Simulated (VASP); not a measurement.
Set up this calculation in VASP 6.6.1, as the native input.

| Quantity | Value |
| --- | --- |
| Task | band structure |
| Functional | PBE |
| Potentials or basis | VASP PAW PBE potentials, release 64 (Ti_sv, Se) |
| Cutoff | 520 eV |
| k mesh | 8 × 8 × 4 |
| Occupations | gaussian, width 0.02 eV |
| Spin | no spin polarisation |
| Further INCAR settings | ALGO = Normal; EDIFF = 1e-06 |

The structure of TiSe2 lies in POSCAR:

```
TiSe2
1.0
    3.5360000000      0.0000000000      0.0000000000
   -1.7680000000      3.0622658278      0.0000000000
    0.0000000000      0.0000000000      6.0040000000
Ti Se
1 2
Direct
    0.0000000000      0.0000000000      0.0000000000
    0.3333333333      0.6666666667      0.2552000000
    0.6666666667      0.3333333333      0.7448000000
```

These files were run (other wordings do the same):

INCAR

```
ALGO     = Normal         # electronic algorithm
EDIFF    = 1E-6           # SCF threshold, eV
ENCUT    = 520            # plane-wave cutoff, eV
GGA      = PE             # functional
ISIF     = 2              # what is computed and relaxed
ISMEAR   = 0              # smearing method
LASPH    = True           # aspherical terms in the spheres
LCHARG   = False          # write CHGCAR
LMAXMIX  = 4              # l up to which the mixer works
LREAL    = False          # projectors in reciprocal space
LWAVE    = False          # write WAVECAR
NELM     = 80             # most SCF steps
PREC     = Accurate       # precision mode
SIGMA    = 0.02           # smearing width, eV
```

KPOINTS

```
k-points
0
Gamma
  8 8 4
```

KPOINTS_OPT

```
path GMKGALHA,LM,KH
20
line-mode
reciprocal
 0.0000000000  0.0000000000  0.0000000000  G
 0.5000000000  0.0000000000  0.0000000000  M

 0.5000000000  0.0000000000  0.0000000000  M
 0.3333333333  0.3333333333  0.0000000000  K

 0.3333333333  0.3333333333  0.0000000000  K
 0.0000000000  0.0000000000  0.0000000000  G

 0.0000000000  0.0000000000  0.0000000000  G
 0.0000000000  0.0000000000  0.5000000000  A

 0.0000000000  0.0000000000  0.5000000000  A
 0.5000000000  0.0000000000  0.5000000000  L

 0.5000000000  0.0000000000  0.5000000000  L
 0.3333333333  0.3333333333  0.5000000000  H

 0.3333333333  0.3333333333  0.5000000000  H
 0.0000000000  0.0000000000  0.5000000000  A

 0.5000000000  0.0000000000  0.5000000000  L
 0.5000000000  0.0000000000  0.0000000000  M

 0.3333333333  0.3333333333  0.0000000000  K
 0.3333333333  0.3333333333  0.5000000000  H
```

Potentials or basis: VASP PAW PBE potentials, release 64 (Ti_sv, Se).

Run with:

```console
$ cat potpaw_PBE.64/Ti_sv/POTCAR potpaw_PBE.64/Se/POTCAR > POTCAR
$ mpirun -np 1 vasp_std > vasp.out
```

Results of the run:

```json
{
  "Pressure": "1.4 GPa",
  "Largest force": "0.095 eV/Å",
  "Band gap along the path": "none (metal or under the smearing width)"
}
```

Caveat: this functional lacks dispersion, which binds the layers, so the pressure and a relaxed spacing across them are unreliable.

Run time: 57 s on 1 thread of Intel(R) Xeon(R) 6975P-C (Granite Rapids), on a shared host, peak memory 0.21 GiB.
